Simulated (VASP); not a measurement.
# SnTe₂ in VASP 6.6.1, single-point calculation

INCAR

```
PREC = Medium
ISMEAR = -1
LCHARG = .FALSE.
LASPH = .TRUE.
EDIFF = 1E-7
NELM = 120
LREAL = .FALSE.
ISIF = 2
ENCUT = 520
IBRION = -1
GGA = PE
LWAVE = .FALSE.
SIGMA = 0.02
NSW = 0
NBANDS = 20
```

KPOINTS

```
KPOINTS created by Atomic Simulation Environment
0
Gamma
6 6 6
0 0 0
```

POSCAR

```
Sn Te
 1.0000000000000000
    -0.0000000000000000    3.7010376708088639    3.7010376708088639
     3.7010376708088639   -0.0000000000000000    3.7010376708088639
     3.7010376708088639    3.7010376708088639   -0.0000000000000000
 Sn  Te
   1   2
Cartesian
  0.0000000000000000  0.0000000000000000 -0.0000000000000000
  1.8505188354044317  1.8505188354044317  1.8505188354044317
  5.5515565062132950  5.5515565062132950  5.5515565062132950
```

The recommended PBE PAW datasets give the neutral cell 26 valence electrons.

Command

```
mpirun -np 1 vasp_std
```

Task: How does this run end, and what does it give?

Result: It converged. Results: gap between bands v and c on the k mesh -2.01 eV (bands overlap: a metal); least direct gap on the k mesh 0.00 eV; pressure 0.5 GPa. Band v is the last that the valence electrons fill when counted band by band, and c is the next.

OSZICAR

```
N       E                     dE             d eps       ncg     rms          rms(c)
DAV:   1     0.175876020972E+03    0.17588E+03   -0.11320E+04   652   0.132E+03
DAV:   2     0.923471809179E+01   -0.16664E+03   -0.16198E+03   668   0.335E+02
DAV:   3    -0.903681272689E+01   -0.18272E+02   -0.17848E+02   808   0.101E+02
DAV:   4    -0.974223500524E+01   -0.70542E+00   -0.70373E+00   732   0.202E+01
DAV:   5    -0.976937049978E+01   -0.27135E-01   -0.27134E-01   868   0.421E+00    0.628E+00
DAV:   6    -0.975368505318E+01    0.15685E-01   -0.44800E-02   756   0.185E+00    0.400E+00
DAV:   7    -0.975449698528E+01   -0.81193E-03   -0.30698E-02   784   0.123E+00    0.164E-01
DAV:   8    -0.975381237683E+01    0.68461E-03   -0.56139E-03   740   0.684E-01    0.948E-02
DAV:   9    -0.975401072041E+01   -0.19834E-03   -0.39310E-04   676   0.129E-01    0.385E-02
DAV:  10    -0.975401524555E+01   -0.45251E-05   -0.13317E-05   796   0.270E-02    0.234E-02
DAV:  11    -0.975402545791E+01   -0.10212E-04   -0.22977E-05   676   0.245E-02    0.870E-03
DAV:  12    -0.975402553886E+01   -0.80944E-07   -0.37760E-07   704   0.644E-03
   1 F= -.97540255E+01 E0= -.97518274E+01  d E =-.439632E-02
```

For comparison, a separate PBE run of the intended cell, on usual settings and not on those above, gives a gap of -2.01 eV on its mesh and a pressure of 0.5 GPa.
